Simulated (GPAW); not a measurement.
# CdTe (F-43m) in GPAW: further runs, part 2 of 2

GPAW 26.7.0.

### Step 5. Single point, TB-mBJ

The input, run.py:

```python
from ase.dft.bandgap import bandgap
from ase.io import write
from ase.spacegroup import crystal
from gpaw import GPAW, PW

# Te 4c
# Cd 4a
atoms = crystal(['Te', 'Cd'],
                basis=[[0.25, 0.25, 0.25],
                       [0.0, 0.0, 0.0]],
                spacegroup=216, setting=1,  # F-43m
                cellpar=[6.41, 6.41, 6.41, 90.0, 90.0, 90.0],
                primitive_cell=True)

calc = GPAW(mode=PW(600),
            xc='TB09',
            kpts={'size': (6, 6, 6), 'gamma': True},
            occupations={'name': 'fermi-dirac', 'width': 0.05},
            nbands=18,
            convergence={'density': 1e-05, 'energy': 1e-05},
            eigensolver='cg',
            maxiter=150,
            txt='gpaw.txt')
atoms.calc = calc
energy = atoms.get_potential_energy()
calc.write('gs.gpw')
write('result.traj', atoms)
print('Fermi level:', round(calc.get_fermi_level(), 4), 'eV')
print(f'Gap: {bandgap(calc)[0]:.4f} eV, direct: {bandgap(calc, direct=True)[0]:.4f} eV')
```

Potentials or basis: GPAW PAW data sets for LDA (gpaw-data 1.2.1), pw.

Run with:

```console
OMP_NUM_THREADS=1 python run.py
```

gpaw.txt:

```text
___ ___ ___ _ _ _
 |   |   |_  | | | |
 | | | | | . | | | |
 |__ |  _|___|_____|  26.7.0
 |___|_|

Input parameters:
  convergence: {density: 1e-05,
                energy: 1e-05}
  eigensolver: cg
  kpts: {gamma: True,
         size: (6, 6, 6)}
  maxiter: 150
  mode: {ecut: 600.0,
         name: pw}
  nbands: 18
  occupations: {name: fermi-dirac,
                width: 0.05}
  xc: TB09

System changes: positions, numbers, cell, pbc, initial_charges, initial_magmoms

Initialize ...

species:
  Te:
    name:    Tellurium
    Z:       52.0
    valence: 6
    core:    46
    charge:  0.0  # [|e|]
    compensation charges:
      type: gauss
      rc: 0.36  # [Å]
      lmax: 2
    cutoffs:
      filter: 2.09  # [Å]
      core: 3.17  # [Å]
    projectors
    | kind |    occ | energy [eV] | rcut [Å] |
    |------|--------|-------------|----------|
    |   5s |  2.000 |     -15.337 |    1.180 |
    |   5p |  4.000 |      -6.113 |    1.196 |
    |    s |        |      11.875 |    1.180 |
    |    p |        |      21.098 |    1.196 |
    |    d |        |       0.000 |    1.238 |

    Using partial waves for Te as LCAO basis

  Cd:
    name:    Cadmium
    Z:       48.0
    valence: 12
    core:    36
    charge:  0.0  # [|e|]
    compensation charges:
      type: gauss
      rc: 0.38  # [Å]
      lmax: 2
    cutoffs:
      filter: 2.12  # [Å]
      core: 2.62  # [Å]
    projectors
    | kind |    occ | energy [eV] | rcut [Å] |
    |------|--------|-------------|----------|
    |   5s |  2.000 |      -5.950 |    1.191 |
    |   5p |  0.000 |      -1.328 |    1.228 |
    |   4d | 10.000 |     -11.904 |    1.164 |
    |    s |        |      21.261 |    1.191 |
    |    p |        |      25.883 |    1.228 |
    |    d |        |      15.307 |    1.164 |

    Using partial waves for Cd as LCAO basis

Reference energy: -336673.462795  # eV

Spin-paired calculation

Convergence criteria:
 Maximum [total energy] change in last 3 cyles: 1e-05 eV / valence electron
 Maximum integral of absolute [dens]ity change: 1e-05 electrons / valence electron
 Maximum integral of absolute [eigenst]ate change: 4e-08 eV^2 / valence electron
 Maximum number of scf [iter]ations: 150
 (Square brackets indicate name in SCF output, whereas a 'c' in
 the SCF output indicates the quantity has converged.)

Symmetries present (total): 24

  ( 1  0  0)  ( 1  0  0)  ( 1  0 -1)  ( 1  0 -1)  ( 1 -1  0)  ( 1 -1  0)
  ( 0  1  0)  ( 0  0  1)  ( 0  1 -1)  ( 0  0 -1)  ( 0 -1  1)  ( 0 -1  0)
  ( 0  0  1)  ( 0  1  0)  ( 0  0 -1)  ( 0  1 -1)  ( 0 -1  0)  ( 0 -1  1)

  ( 0  1  0)  ( 0  1  0)  ( 0  1 -1)  ( 0  1 -1)  ( 0  0  1)  ( 0  0  1)
  ( 1  0  0)  ( 0  0  1)  ( 1  0 -1)  ( 0  0 -1)  ( 1  0  0)  ( 0  1  0)
  ( 0  0  1)  ( 1  0  0)  ( 0  0 -1)  ( 1  0 -1)  ( 0  1  0)  ( 1  0  0)

  ( 0  0 -1)  ( 0  0 -1)  ( 0 -1  1)  ( 0 -1  1)  ( 0 -1  0)  ( 0 -1  0)
  ( 1  0 -1)  ( 0  1 -1)  ( 1 -1  0)  ( 0 -1  0)  ( 1 -1  0)  ( 0 -1  1)
  ( 0  1 -1)  ( 1  0 -1)  ( 0 -1  0)  ( 1 -1  0)  ( 0 -1  1)  ( 1 -1  0)

  (-1  1  0)  (-1  1  0)  (-1  0  1)  (-1  0  1)  (-1  0  0)  (-1  0  0)
  (-1  0  1)  (-1  0  0)  (-1  1  0)  (-1  0  0)  (-1  1  0)  (-1  0  1)
  (-1  0  0)  (-1  0  1)  (-1  0  0)  (-1  1  0)  (-1  0  1)  (-1  1  0)

216 k-points: 6 x 6 x 6 Monkhorst-Pack grid + [1/12,1/12,1/12]
16 k-points in the irreducible part of the Brillouin zone
       k-points in crystal coordinates                weights
   0:     0.00000000    0.00000000    0.00000000          1/216
   1:     0.16666667    0.16666667    0.00000000          6/216
   2:     0.16666667    0.16666667    0.16666667          8/216
   3:     0.33333333    0.16666667    0.16666667         12/216
   4:     0.33333333    0.33333333   -0.33333333         12/216
   5:     0.33333333    0.33333333    0.00000000          6/216
   6:     0.33333333    0.33333333    0.16666667         24/216
   7:     0.33333333    0.33333333    0.33333333          8/216
   8:     0.50000000    0.33333333   -0.33333333         24/216
   9:     0.50000000    0.33333333   -0.16666667         12/216
          ...
  15:     0.50000000    0.50000000    0.50000000          4/216

Wave functions: Plane wave expansion
  Cutoff energy: 600.000 eV
  Number of coefficients (min, max): 2133, 2215
  Pulay-stress correction: 0.000000 eV/Ang^3 (de/decut=0.000000)
  Using FFTW library
  ScaLapack parameters: grid=1x1, blocksize=None
  Wavefunction extrapolation:
    Improved wavefunction reuse through dual PAW basis

Occupation numbers: Fermi-Dirac:
  width: 0.0500  # eV

Eigensolver
   CG(niter=4, rtol=3.0e-01)

Densities:
  Coarse grid: 27*27*27 grid
  Fine grid: 54*54*54 grid
  Total Charge: 0.000000

Density mixing:
  Method: separate
  Backend: msr1
  Linear mixing parameter: 0.05
  old densities: 10
  Width of damping distribution: 1.1
  Damping of long wavelength oscillations: 20

Hamiltonian:
  XC and Coulomb potentials evaluated on a 54*54*54 grid
  Using the TB09 Exchange-Correlation functional
  External potential:
    NoExternalPotential

XC parameters: TB09 with 2 nearest neighbor stencil

Number of atoms: 2
Number of atomic orbitals: 13
Number of bands in calculation: 18
Number of valence electrons: 18
Bands to converge: occupied

... initialized

Initializing position-dependent things.

Density initialized from atomic densities
Creating initial wave functions:
  13 bands from LCAO basis set
  5 bands from random numbers

            Te

       Cd

Atomic positions and initial magnetic moments

Positions:
   0 Te     1.602500    1.602500    1.602500    ( 0.0000,  0.0000,  0.0000)
   1 Cd     0.000000    0.000000    0.000000    ( 0.0000,  0.0000,  0.0000)

Unit cell:
           periodic     x           y           z      points  spacing
  1. axis:    yes    0.000000    3.205000    3.205000    27     0.1371
  2. axis:    yes    3.205000    0.000000    3.205000    27     0.1371
  3. axis:    yes    3.205000    3.205000    0.000000    27     0.1371

  Lengths:   4.532554   4.532554   4.532554
  Angles:   60.000000  60.000000  60.000000

Effective grid spacing dv^(1/3) = 0.1496

iter:   1  8678.096199
iter:   2  8676.693635   +1.70  -0.98
iter:   3  8679.117240   +0.75  -0.93
iter:   4  8678.970693   -0.14  -1.25
iter:   5  8679.986404   -0.70  -1.16
iter:   6  8680.985910   -1.40  -1.23
iter:   7  8682.310431   -1.61  -1.27
iter:   8  8683.948036   -1.73  -1.36
iter:   9  8686.069349   -1.58  -1.47
iter:  10  8687.123952   -1.81  -1.64
iter:  11  8685.473281   -1.62  -1.81
[... 4 lines left out ...]
iter:  16  8686.107294   -3.26  -2.68
iter:  17  8686.051932   -4.16  -3.26
iter:  18  8686.059362   -4.90  -3.29
iter:  19  8686.037629   -4.85  -3.48
iter:  20  8686.020609   -5.41  -3.61
iter:  21  8686.021501   -5.91  -4.17
iter:  22  8686.009141   -5.61  -4.09
iter:  23  8686.011463   -5.99  -4.59
iter:  24  8686.006634   -6.21  -4.52
iter:  25  8686.008739   -6.53  -4.56
iter:  26  8686.007635   -6.93  -5.13c
iter:  27  8686.007977   -7.65c -5.05c
iter:  28  8686.007896   -8.01c -5.44c
iter:  29  8686.008063c  -8.68c -5.36c

Converged after 29 iterations.

Dipole moment: (-4.357090, -4.357090, -4.357090) |e|*Ang

Energy contributions relative to reference atoms: (reference = -336673.462795)

Kinetic:        +53.335941
Potential:      -46.444833
External:        +0.000000
XC:            +8679.781904
Entropy (-ST):   -0.000000
Local:           -0.664948
SIC:             +0.000000
--------------------------
Free energy:   +8686.008063
Extrapolated:  +8686.008063

Showing only first 2 kpts
 Kpt  Band  Eigenvalues  Occupancy
  0     7      4.21481    2.00000
  0     8      4.21482    2.00000
  0     9      6.11520    0.00000
  0    10      9.36068    0.00000

  1     7      3.63654    2.00000
  1     8      3.63655    2.00000
  1     9      7.52546    0.00000
  1    10      8.56489    0.00000

Fermi level: 5.19451

Gap: 1.900 eV
Transition (v -> c):
  (s=0, k=0, n=8, [0.00, 0.00, 0.00]) -> (s=0, k=0, n=9, [0.00, 0.00, 0.00])
No difference between direct/indirect transitions
Writing to gs.gpw (mode='')
```

Wall time 37 s (1 thread of AMD EPYC 7B13 (Zen 3), shared host); peak memory 0.31 GiB.

Results:

```yaml
Band_gap_on_the_k_mesh: 1.90 eV, direct
```

Caveat: a model potential gives levels but no total energy; spin-orbit coupling is left out, which moves the levels of the heavy elements.

### Step 6. Overview

```tsv
task	level	potentials or basis	spin	band path	band points	spin axis theta (degrees)	spin axis phi (degrees)	soc after scf	gap on the mesh (eV)
band structure	optPBE-vdW	GPAW PAW data sets (gpaw-data 1.2.1), pw	SOC, no magnetisation	GXWKGLUWLK,UX	60	54.7	45	second variation	0.57
equation of state	vdW-DF2	GPAW PAW data sets (gpaw-data 1.2.1), pw	off	-	-	-	-	-	-
band structure	OLYP	PAW data sets generated in the run's folder for this functional, pw	SOC, no magnetisation	GXWKGLUWLK,UX	60	0	0	second variation	0.93
single point	TB-mBJ	GPAW PAW data sets for LDA (gpaw-data 1.2.1), pw	off	-	-	-	-	-	1.90
```

Alike in all rows: cell as given; k mesh 6 × 6 × 6; cutoff (eV) 600; smearing fermi-dirac 0.05 eV.

Caveats: spin-orbit coupling was added after a scalar SCF, so levels and gaps hold it while energy, forces, pressure and moments don't (some runs); this program's spin-orbit splittings come out too wide for heavy elements (some runs); a model potential gives levels but no total energy (some runs); spin-orbit coupling is left out, which moves the levels of the heavy elements (some runs).

Total energies depend on the potentials used, so only differences within one code and one set of settings carry meaning.

### Step 7. Comparison with measurements

Step 2. Measured gap of CdTe: 1.607 eV (0 K; a printed reference work, data compilation). This calculation gives 0.57 eV (-1.04 eV). So large a miss can be the level of theory's own, or it may mean another phase, state or a wrong row. The value is that of optPBE-vdW, without temperature or zero-point motion.

Step 4. A measured gap of CdTe is 1.607 eV (0 K; a printed reference work, data compilation); the calculated 0.94 eV misses it by -0.67 eV. The value is that of OLYP, without temperature or zero-point motion.

Step 5. Against the measured gap of CdTe, 1.607 eV (0 K; a printed reference work, data compilation), the calculated 1.90 eV is off by +0.29 eV. Spin-orbit coupling on Cd, Te is left out. The value is that of TB-mBJ, without temperature or zero-point motion.
